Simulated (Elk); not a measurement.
# How AgI (Iodargyrite) absorbs and reflects light, part 2 of 2

Aim: the dielectric function of AgI (Iodargyrite), and the optical constants that follow from it. The cell comes from an older database entry, whose edges can differ from later determinations, mostly by under a per cent.

Elk 11.2.3 (patched build); DFT, PBE, all-electron APW+lo, Dirac cores, scalar-relativistic bands, independent-particle optical response without local fields.

So far. Step 2 (Ground state): There is a gap, 1.34 eV on this mesh (points off the mesh can give less), so no carriers' term is needed.

The database entry behind the starting cell is an old determination (1935), so it need not match the best structure at ambient conditions.

**3. Independent particles**

With the density converged, the vertical transitions are summed over the zone.

This step: DFT, PBE, all-electron APW+lo, Dirac cores, scalar-relativistic bands, independent-particle optical response without local fields (Elk 11.2.3 (patched build)).

The input, elk.in:

```
tasks
  121

optcomp
  1 1
  3 3

xctype
  20

nempty
  14

lorbcnd
  .true.

rgkmax
  7.0

swidth
  0.0055124

wplot
  400 100 0
  0.0 0.80849

sppath
  './'

avec
  8.673842912064 0.000000000000 0.000000000000
  -4.336921456032 7.511768310283 0.000000000000
  0.000000000000 0.000000000000 14.210740457186

atoms
  2
  'I.in'
  2
  0.333333333333 0.666666666667 0.500000000000   0.000 0.000 0.000
  0.666666666667 0.333333333333 0.000000000000   0.000 0.000 0.000
  'Ag.in'
  2
  0.333333333333 0.666666666667 0.130000000000   0.000 0.000 0.000
  0.666666666667 0.333333333333 0.630000000000   0.000 0.000 0.000

ngridk
  8 8 4
```

Launch:

```console
$ OMP_NUM_THREADS=4 elk
```

The program printed:

```text
┌─────────────────────────────────┐
│ Elk code version 11.2.3 started │
└─────────────────────────────────┘

Info(readinput): the functional depends on the density's gradient
 muffin-tin radial points multiplied by    2.00000
 (not where nrmtscf is given)

┌────────────────────┐
│ Current task : 121 │
└────────────────────┘

Info(findsymcrys): atomic basis shift (lattice) :
  0.6666666667      0.3333333333      0.5000000000
See GEOMETRY.OUT for new atomic positions

Info(dielectric):
 dielectric tensor written to EPSILON_ij.OUT
 optical conductivity written to SIGMA_ij.OUT
 for components
  i = 1, j = 1
  i = 3, j = 3

┌──────────────────┐
│ Elk code stopped │
└──────────────────┘
```

Elapsed: 3.4 s, on 4 threads of Arm Neoverse V2, shared host; peak memory 0.06 GiB; 14 s of CPU time.

Read-outs, printed or worked out from the files:

| Property | Result |
| --- | --- |
| electronic dielectric constant ε∞, mean over x, y and z (by symmetry where fewer were run) | 5.617 |
| main peak of Im epsilon, first axis | 6.097 eV |

The Im ε has structure finer than the step of the table below, so its rows give means over 0.5 eV, whole bins alone (the curve runs from 0 to 21.9 eV). Peaks (eV: height): E ∥ x 6.11: 8.42, 7.04: 7.70; E ∥ z 2.09: 2.24, 4.02: 5.87, 4.68: 6.03, 6.16: 9.12, 6.93: 7.45.

Values under the direct gap are tails of Lorentzian lines. Im ε against photon energy; means over each step:

| photon energy (eV) | E ∥ x | E ∥ z |
| --- | --- | --- |
| 0.5 | 0.0548 | 0.0578 |
| 1.0 | 0.268 | 0.256 |
| 1.5 | 0.637 | 0.753 |
| 2.0 | 1.11 | 1.49 |
| 2.5 | 1.28 | 0.966 |
| 3.0 | 1.77 | 1.94 |
| 3.5 | 2.81 | 2.71 |
| 4.0 | 3.95 | 4.64 |
| 4.5 | 4.17 | 4.94 |
| 5.0 | 4.45 | 4.98 |
| 5.5 | 4.95 | 4.49 |
| 6.0 | 7.57 | 7.71 |
| 6.5 | 6.92 | 6.44 |
| 7.0 | 7.31 | 7.14 |
| 7.5 | 5.90 | 6.17 |
| 8.0 | 4.30 | 4.20 |
| 8.5 | 2.92 | 3.11 |
| 9.0 | 2.82 | 3.10 |
| 9.5 | 2.17 | 2.28 |
| 10.0 | 1.89 | 1.81 |
| 10.5 | 1.70 | 1.65 |
| 11.0 | 1.44 | 1.24 |
| 11.5 | 1.26 | 1.14 |
| 12.0 | 0.987 | 1.01 |
| 12.5 | 1.00 | 0.986 |
| 13.0 | 0.969 | 0.908 |
| 13.5 | 0.844 | 0.806 |
| 14.0 | 0.886 | 0.971 |
| 14.5 | 0.921 | 0.997 |
| 15.0 | 0.947 | 1.01 |
| 15.5 | 0.923 | 0.839 |
| 16.0 | 0.868 | 0.831 |
| 16.5 | 0.739 | 0.704 |
| 17.0 | 0.679 | 0.629 |
| 17.5 | 0.567 | 0.567 |
| 18.0 | 0.530 | 0.500 |
| 18.5 | 0.498 | 0.516 |
| 19.0 | 0.480 | 0.515 |
| 19.5 | 0.451 | 0.445 |
| 20.0 | 0.471 | 0.420 |
| 20.5 | 0.452 | 0.394 |
| 21.0 | 0.378 | 0.391 |
| 21.5 | 0.340 | 0.329 |

Table of Re ε by photon energy:

| photon energy (eV) | E ∥ x | E ∥ z |
| --- | --- | --- |
| 0 | 5.56 | 5.72 |
| 1 | 5.96 | 6.14 |
| 2 | 6.36 | 6.66 |
| 3 | 6.46 | 6.48 |
| 4 | 5.73 | 6.24 |
| 5 | 4.55 | 3.38 |
| 6 | 4.71 | 5.23 |
| 7 | 0.691 | 0.828 |
| 8 | -1.78 | -1.87 |
| 9 | -0.832 | -0.812 |
| 10 | -0.537 | -0.717 |
| 11 | -0.477 | -0.544 |
| 12 | -0.217 | -0.156 |
| 13 | 0.0260 | 0.00419 |
| 14 | 0.284 | 0.315 |
| 15 | 0.241 | 0.102 |
| 16 | 0.177 | 0.178 |
| 17 | 0.169 | 0.155 |
| 18 | 0.282 | 0.297 |
| 19 | 0.355 | 0.315 |
| 20 | 0.408 | 0.402 |
| 21 | 0.402 | 0.401 |

The reflectivity at normal incidence has structure finer than the step of the table below, so its rows give means over 0.5 eV, whole bins alone (the curve runs from 0 to 21.9 eV). Peaks (eV: height): E ∥ x 7.76: 41.3, 9.41: 36.0; E ∥ z 1.98: 20.9, 3.96: 28.1, 4.68: 27.2, 6.22: 36.6, 7.87: 41.8, 9.30: 39.0, 15.13: 15.7.

Table of reflectivity at normal incidence by photon energy; means over each step:

| photon energy (eV) | E ∥ x (%) | E ∥ z (%) |
| --- | --- | --- |
| 0.5 | 16.6 | 17.1 |
| 1.0 | 17.6 | 18.1 |
| 1.5 | 17.4 | 18.3 |
| 2.0 | 18.6 | 19.2 |
| 2.5 | 19.2 | 18.8 |
| 3.0 | 20.0 | 20.8 |
| 3.5 | 22.1 | 22.5 |
| 4.0 | 23.0 | 25.4 |
| 4.5 | 22.7 | 25.0 |
| 5.0 | 22.7 | 23.6 |
| 5.5 | 24.9 | 23.3 |
| 6.0 | 31.5 | 31.9 |
| 6.5 | 31.0 | 30.6 |
| 7.0 | 35.9 | 34.0 |
| 7.5 | 37.7 | 39.0 |
| 8.0 | 40.8 | 40.5 |
| 8.5 | 36.5 | 35.6 |
| 9.0 | 32.1 | 32.6 |
| 9.5 | 34.7 | 38.0 |
| 10.0 | 28.4 | 32.0 |
| 10.5 | 29.2 | 32.5 |
| 11.0 | 27.2 | 29.9 |
| 11.5 | 25.6 | 24.3 |
| 12.0 | 22.9 | 21.8 |
| 12.5 | 16.3 | 16.8 |
| 13.0 | 16.4 | 16.6 |
| 13.5 | 13.2 | 11.3 |
| 14.0 | 10.6 | 10.1 |
| 14.5 | 10.3 | 10.9 |
| 15.0 | 11.3 | 14.2 |
| 15.5 | 11.2 | 12.3 |
| 16.0 | 13.2 | 13.2 |
| 16.5 | 12.4 | 12.6 |
| 17.0 | 12.5 | 12.6 |
| 17.5 | 10.7 | 9.91 |
| 18.0 | 9.27 | 9.03 |
| 18.5 | 7.71 | 6.87 |
| 19.0 | 7.17 | 8.03 |
| 19.5 | 6.07 | 7.14 |
| 20.0 | 5.95 | 6.19 |
| 20.5 | 6.37 | 5.42 |
| 21.0 | 5.88 | 5.61 |
| 21.5 | 5.09 | 4.68 |

Values under the direct gap are tails of Lorentzian lines. Table of loss function −Im 1/ε at q → 0 by energy loss; read off at these points:

| energy loss (eV) | E ∥ x | E ∥ z |
| --- | --- | --- |
| 0.00 | 0 | 0 |
| 0.50 | 0.00163 | 0.00163 |
| 1.00 | 0.00580 | 0.00542 |
| 1.50 | 0.0179 | 0.0219 |
| 2.00 | 0.0329 | 0.0411 |
| 2.50 | 0.0262 | 0.0189 |
| 3.00 | 0.0395 | 0.0413 |
| 3.50 | 0.0557 | 0.0558 |
| 4.00 | 0.0836 | 0.0803 |
| 4.50 | 0.0951 | 0.0797 |
| 5.00 | 0.110 | 0.129 |
| 5.50 | 0.0798 | 0.0792 |
| 6.00 | 0.0930 | 0.0876 |
| 6.50 | 0.127 | 0.159 |
| 7.00 | 0.129 | 0.135 |
| 7.50 | 0.168 | 0.161 |
| 8.00 | 0.200 | 0.201 |
| 8.50 | 0.291 | 0.271 |
| 9.00 | 0.314 | 0.287 |
| 9.50 | 0.371 | 0.333 |
| 10.00 | 0.489 | 0.487 |
| 10.50 | 0.512 | 0.481 |
| 11.00 | 0.621 | 0.678 |
| 11.50 | 0.727 | 0.827 |
| 12.00 | 0.999 | 0.991 |
| 12.50 | 0.985 | 0.988 |
| 13.00 | 1.03 | 1.10 |
| 13.26 | 1.11 | 1.24 |
| 13.42 | 1.17 | 1.15 |
| 13.50 | 1.16 | 1.13 |
| 14.00 | 1.02 | 0.892 |
| 14.50 | 0.993 | 0.937 |
| 15.00 | 1.01 | 0.947 |
| 15.50 | 1.00 | 1.14 |
| 16.00 | 1.11 | 1.14 |
| 16.50 | 1.29 | 1.34 |
| 17.00 | 1.37 | 1.50 |
| 17.22 | 1.52 | 1.59 |
| 17.38 | 1.55 | 1.46 |
| 17.50 | 1.50 | 1.39 |
| 18.00 | 1.49 | 1.50 |
| 18.50 | 1.34 | 1.19 |
| 19.00 | 1.35 | 1.41 |
| 19.50 | 1.23 | 1.40 |
| 20.00 | 1.21 | 1.24 |
| 20.50 | 1.27 | 1.17 |
| 20.68 | 1.34 | 1.13 |
| 21.00 | 1.24 | 1.25 |
| 21.50 | 1.13 | 1.05 |

The refractive index n and extinction k by photon energy:

| photon energy (eV) | n, E ∥ x | k, E ∥ x | n, E ∥ z | k, E ∥ z |
| --- | --- | --- | --- | --- |
| 0 | 2.36 | 0 | 2.39 | 0 |
| 1 | 2.44 | 0.0423 | 2.48 | 0.0413 |
| 2 | 2.54 | 0.275 | 2.61 | 0.380 |
| 3 | 2.56 | 0.345 | 2.57 | 0.366 |
| 4 | 2.54 | 0.839 | 2.72 | 1.08 |
| 5 | 2.34 | 0.967 | 2.25 | 1.29 |
| 6 | 2.64 | 1.51 | 2.72 | 1.47 |
| 7 | 2.05 | 1.87 | 2.02 | 1.81 |
| 8 | 1.19 | 1.79 | 1.15 | 1.79 |
| 9 | 1.06 | 1.40 | 1.13 | 1.45 |
| 10 | 0.846 | 1.12 | 0.770 | 1.14 |
| 11 | 0.726 | 1.00 | 0.634 | 0.973 |
| 12 | 0.616 | 0.772 | 0.649 | 0.759 |
| 13 | 0.706 | 0.687 | 0.677 | 0.674 |
| 14 | 0.780 | 0.569 | 0.833 | 0.615 |
| 15 | 0.774 | 0.599 | 0.760 | 0.689 |
| 16 | 0.727 | 0.593 | 0.719 | 0.582 |
| 17 | 0.662 | 0.519 | 0.632 | 0.495 |
| 18 | 0.659 | 0.391 | 0.658 | 0.369 |
| 19 | 0.690 | 0.348 | 0.679 | 0.383 |
| 20 | 0.721 | 0.335 | 0.703 | 0.305 |
| 21 | 0.689 | 0.269 | 0.696 | 0.288 |

Optical constants at common wavelengths, from n + ik = √ε:

| wavelength (nm) | n x | k x | R (%) x | 1/α x | n z | k z | R (%) z | 1/α z |
| --- | --- | --- | --- | --- | --- | --- | --- | --- |
| 1550 | 2.41 | 0.023 | 17.0 | 5.3 µm | 2.44 | 0.024 | 17.6 | 5.2 µm |
| 1064 | 2.48 | 0.089 | 18.2 | 950 nm | 2.52 | 0.081 | 18.7 | 1.0 µm |
| 633 | 2.56 | 0.238 | 19.5 | 211 nm | 2.64 | 0.312 | 20.8 | 161 nm |
| 450 | 2.51 | 0.342 | 19.3 | 105 nm | 2.66 | 0.317 | 21.1 | 113 nm |
| 405 | 2.57 | 0.357 | 20.1 | 90 nm | 2.60 | 0.352 | 20.5 | 91 nm |
| 308 | 2.51 | 0.830 | 22.8 | 30 nm | 2.64 | 1.090 | 26.9 | 22 nm |
| 193 | 2.19 | 1.508 | 29.6 | 10 nm | 1.91 | 1.591 | 30.5 | 9.7 nm |

Below the direct gap, k and the depth come from the tails of the Lorentzian lines, not from transitions.

Rows near the edge hang on the gap, which this functional as a rule makes too small, and phonon-assisted absorption is left out.

**4. Results**

* electronic dielectric constant ε∞, mean over x, y and z (by symmetry where fewer were run) (independent particles): 5.62
* main peak of Im epsilon, first axis: 6.10 eV

In words: At this level (PBE, independent particles) AgI has a mean ε∞ = 5.62 and n = 2.41 at 1550 nm (E ∥ x), and Im ε peaks at 6.1 eV (E ∥ x). On the mesh the gap is 1.34 eV and the least direct gap 1.34 eV. Distinct maxima of Im ε, read by a parabola through the highest points, lie at 4.38 eV (4.4), 4.88 eV (4.8), 6.10 eV (8.4) and 7.03 eV (7.7) for E ∥ x. The static values by axis are 5.56 (x), 5.72 (z). Excitons and phonon-assisted transitions are missing, and so are local fields; PBE gaps are as a rule too small, which pulls the onset down and ε∞ up. Spin-orbit coupling is left out although heavy atoms are present. The sum runs over mesh points, so small or evenly spaced maxima can still be ripples of the mesh. The mesh misses the corner K of the hexagonal zone, so gaps read from it can be too wide where band edges lie there. Besides steps told in other documents, this task had 3 steps that ran out of time; those not told in a step above aren't shown.

[Machine, clock and banner lines and Python warnings are left out of the logs.]

[Logs are printed without paths, hosts, clocks, repeated set-up lines and the standing remarks that a program may print on its own settings, such as how far it seeks lower states.]

[Hosts, paths, dates, database ids (printed as entryN), source tags and the programs' standing remarks are cut or masked in the printed files.]
